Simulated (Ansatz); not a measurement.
Input of an Ansatz 0.2.0 run:

File input.yaml:

```yaml
crystal:
  lattice:
    - [2.0, 1.1547005384, 8.44]
    - [-2.0, 1.1547005384, 8.44]
    - [0.0, -2.3094010768, 8.44]
  atoms:
    - { symbol: In, position: [0.8886, 0.8886, 0.8886] }
    - { symbol: In, position: [0.0, 0.0, 0.0] }
    - { symbol: Se, position: [0.1719, 0.1719, 0.1719] }
    - { symbol: Se, position: [0.3835, 0.3835, 0.3835] }
hamiltonian:
  xc: blyp
  pseudopotentials: { kind: paw }
kpoints:
  mp_grid: { grid: [8, 8, 8] }
  band_path:
    path:
      - [[0.0, 0.0, 0.0], [0.5, 0.0, 0.0], [0.5, 0.1791451724, -0.1791451724]]
      - [[0.8208548276, 0.5, 0.1791451724], [0.5, 0.5, 0.5], [0.0, 0.0, 0.0], [0.3395725862, 0.0, -0.3395725862]]
      - [[0.6604274138, 0.3395725862, 0.0], [0.5, 0.5, 0.0], [0.6604274138, 0.6604274138, 0.1791451724], [0.5, 0.5, 0.5]]
      - [[0.5, 0.0, 0.0], [0.8208548276, 0.3395725862, 0.3395725862]]
    npoints: 14
scf:
  occupations: { method: fermi_dirac, width: 0.05 }
  n_extra_bands: 10
output:
  forces: true
  stress: true
  eigenvalues: true
  fatbands: false
```

Potentials or basis: Ansatz PAW.

Command:

```bash
$ ansatz run input.yaml --threads 2 --pin off --max-ram 5632MiB --backend cpu --events-out ev --progress --plain --runs-dir out
```

Problem. Estimate the pressure.

Solution. 5.7 GPa.

Problem. What does it give for the band gap on the k mesh?

Solution. 0.37 eV, direct.

Forces on the atoms (eV/Å):
```
In   0.000  0.000  0.436
In   0.000  0.000 -0.425
Se   0.000  0.000 -0.406
Se   0.000  0.000  0.396
```

Caveat: spin-orbit coupling is left out, which moves the levels of the heavy elements; the PAW data sets come from PBE, with cores solved anew for the run's functional, which leaves a small shift of forces and pressure.

**What was measured.**

From “The Interaction of Hydrogen with the van der Waals Crystal γ-InSe”, 2020, pmc:7321205, for a bulk crystal of InSe at 300 K: band gap 1.25 eV.

A measured gap of InSe is 1.25 eV (300 K; “The Interaction of Hydrogen with the van der Waals Crystal γ-InSe”, 2020, pmc:7321205); the calculated 0.37 eV misses it by -0.88 eV. Spin-orbit coupling on In, Se is left out. The value is that of BLYP, without temperature or zero-point motion. Semilocal functionals fall short of measured gaps as a rule.
